**Q:** The first four rows run from the centre of the Brillouin zone straight across the layers of a layered form of SiO₂. Level b1, the highest filled one, sinks faster and faster and then slows abruptly in row 4. In the same row level b3, almost flat until then, drops. What happens there?

Kohn–Sham levels of layered SiO₂ (R-3m, 3 atoms per cell) along Γ–T–H₂|H₀–L–Γ–S₀|S₂–F–Γ, computed with Ansatz 0.2.0 using scalar-relativistic PBE-D3(BJ) and PAW, without spin polarisation. The plane-wave cutoff is 420 eV, the k mesh 12×12×12 and the Gaussian smearing 0.02 eV. Levels b1, b2 and b3 count down from the highest filled level; a1 is the lowest empty one.

```csv
row,band distance (1/Å),level b3 from the Fermi level (eV),level b2 from the Fermi level (eV),level b1 from the Fermi level (eV),level a1 from the Fermi level (eV)
1,0.000,-4.304,-4.304,-3.316,3.084
2,0.196,-4.311,-4.311,-3.549,3.261
3,0.393,-4.326,-4.326,-4.104,3.654
4,0.589,-4.620,-4.338,-4.338,3.977
5,0.897,-4.582,-4.458,-4.238,4.379
6,1.317,-5.056,-4.838,-3.799,5.860
7,1.736,-6.021,-4.708,-3.734,6.628
8,2.156,-7.287,-4.130,-4.028,7.222
9,2.342,-7.342,-4.229,-4.036,7.227
10,2.591,-6.508,-4.491,-4.135,6.444
11,2.839,-5.546,-4.701,-4.450,5.216
12,3.123,-5.354,-4.785,-4.492,4.864
13,3.514,-6.325,-4.600,-3.589,5.367
14,3.905,-5.785,-4.353,-3.118,4.766
15,4.297,-4.384,-4.301,-3.283,3.179
16,4.738,-4.954,-4.393,-3.101,4.076
17,5.196,-5.549,-5.266,-3.222,6.145
18,5.654,-6.830,-4.817,-3.678,6.950
19,5.998,-7.349,-4.112,-4.057,7.246
20,6.208,-6.679,-4.356,-3.820,6.670
21,6.418,-5.767,-4.547,-3.811,5.536
22,6.628,-5.111,-4.676,-3.951,4.661
23,6.936,-5.223,-4.674,-3.856,4.658
24,7.343,-6.040,-4.474,-3.395,5.378
25,7.751,-5.317,-4.298,-3.161,4.309
26,8.158,-4.304,-4.304,-3.316,3.084
```

**A:** Two kinds of band meet: one changes by about 1.4 eV along this line, the other by a few hundredths of an eV. Look at which levels are equal. In rows 1 to 3 the equal pair is b2 and b3, with a single level above it; in row 4 the pair is b1 and b2, with the single level below. The columns sort the levels by energy at each point, so a steep band that sinks through a flat pair moves from column b1 to column b3. The break is in the columns, while each band runs on smoothly.

**Q:** Why should one band be steep and the pair flat?

**A:** Start from layers so far apart that they don't interact. Moving along this line only changes the phase of the wave from one layer to the next, so every band would be flat. Any change in energy therefore measures the coupling between layers. From the zone centre to the end of the line, called T, the single level falls by 1.39 eV and the pair by only 0.04 eV.

Symmetry suggests the reason. The single level can contain oxygen p orbitals that point across the gap between layers, whereas the p orbitals in the pair lie along the layers and couple weakly across it. At the zone centre all layers are in phase, and in this single level lobes of opposite sign face each other, somewhat offset sideways, across the gap, which is antibonding. At T the sign alternates from layer to layer, the facing lobes match, and the level sinks.

**Q:** Is there any sign of that in the numbers?

**A:** The same oxygen orbitals also form a lower single level, in which the facing lobes match at the zone centre and clash at T. It should move the opposite way, and in the same calculation it rises by 1.03 eV. That supports the orbital picture, though the picture itself is inferred from symmetry and from these movements.

**Q:** How can I be sure that b3 in row 4 continues b1 of row 3?

**A:** Estimate where the band should be. If each layer couples mainly to its two neighbours, the energy follows a cosine of the phase change per layer:

$$E(q)=E_0+(E_T-E_0)\,\frac{1-\cos(qd)}{2}$$

Here $q$ is the band distance, $d=4.571$ Å is the layer spacing, and $E_0$ and $E_T$ are the single level's energies at the zone centre and at T. At T the single level is the one without an equal partner, at −4.705 eV. These two computed end values fix the curve, and row 4 was not used for it.

In row 4, $qd=0.589\times4.571=2.69$, so the fraction in the formula is 0.95:

$$E=-3.316-1.389\times0.95=-4.64\ \text{eV}$$

Level b1 lies 0.30 eV above this estimate, level b3 only 0.02 eV. Together with the equal pair, now in b1 and b2, this marks b3 as the single level.

**Q:** Row 4 is close to T, where the curve is pinned. Does the cosine also hold halfway?

**A:** Row 3 is the harder test, and there the estimate is 0.06 eV too low, about 4% of the band's total fall. A cosine that ended on the pair at T, as column b1 does, would come within 0.05 eV of b1 in row 4 but miss it by 0.16 eV here, so row 3 speaks for the relabelling more than row 4 does. A likely cause is mixing with the lower single level, which has the same symmetry on this line and which the formula ignores. Mixing pushes two levels apart, and at this point the lower level does lie below its own cosine, by a similar amount. The lowest empty level, a1, meets no other band in these rows, and the same formula follows it to within 0.01 eV. The printed output after this text gives the comparison row by row.

**Q:** Bands that approach each other often repel. Why not here?

**A:** The line is a threefold rotation axis of the crystal. A rotation leaves the single level unchanged but mixes the two members of the pair with each other, and without spin–orbit coupling, which this calculation leaves out, states that differ in this way can't mix. They cross freely. At two neighbouring path points between rows 3 and 4 the single level lies first 0.08 eV above the pair and then 0.06 eV below it, while the pair stays equal.

**Q:** What would go wrong if I simply followed column b1?

**A:** You would underestimate the coupling between layers. At T column b1 holds the pair, at −4.340 eV, so the column falls by $4.340-3.316=1.02$ eV, about a quarter less than the band itself. Before taking a width or a slope from such a column, check which levels are equal.

That check works only on the axis. In row 5 the path has left it, the pair has split, and b1, b2 and b3 are all different. From there, energies alone may not show which band is which, and the symmetry or orbital character of the states can help.

The analysis program printed:

```
path distance of T, pi over layer spacing (1/angstrom): 0.6873
single level relabelled, rows 1 to 4 (eV): 1 -3.316, 2 -3.549, 3 -4.104, 4 -4.62
single level less pair, rows 1 to 4 (eV): 1 0.988, 2 0.762, 3 0.222, 4 -0.282
change of column b1 from row to row, rows 1 to 4 (eV): 2 -0.233, 3 -0.555, 4 -0.234
change of column b3 from row to row, rows 1 to 4 (eV): 2 -0.007, 3 -0.015, 4 -0.294
change of relabelled single level from row to row (eV): 2 -0.233, 3 -0.555, 4 -0.516
cosine estimate of single level, rows 1 to 4 (eV): 1 -3.316, 2 -3.577, 3 -4.166, 4 -4.636
estimate less relabelled single level, rows 1 to 4 (eV): 1 0, 2 -0.02757, 3 -0.06186, 4 -0.01608
estimate less column b1 as printed, row 4 (eV): -0.2981
control: estimate less lowest empty level, rows 1 to 4 (eV): 1 0, 2 -0.0002826, 3 0.006362, 4 0.002259
change from centre to T: single level, pair, lowest empty level, lower single level (eV): -1.389, -0.036, 0.942, 1.034
width of single level over width of pair: 38.58
path distances of the two points beside the crossing (1/angstrom): 0.4418, 0.4909
single level less pair at these two points (eV): 0.075, -0.064
row 5, off the axis: b2 less b3 (eV): 0.124
row 5, off the axis: b1 less b2 (eV): 0.22
```
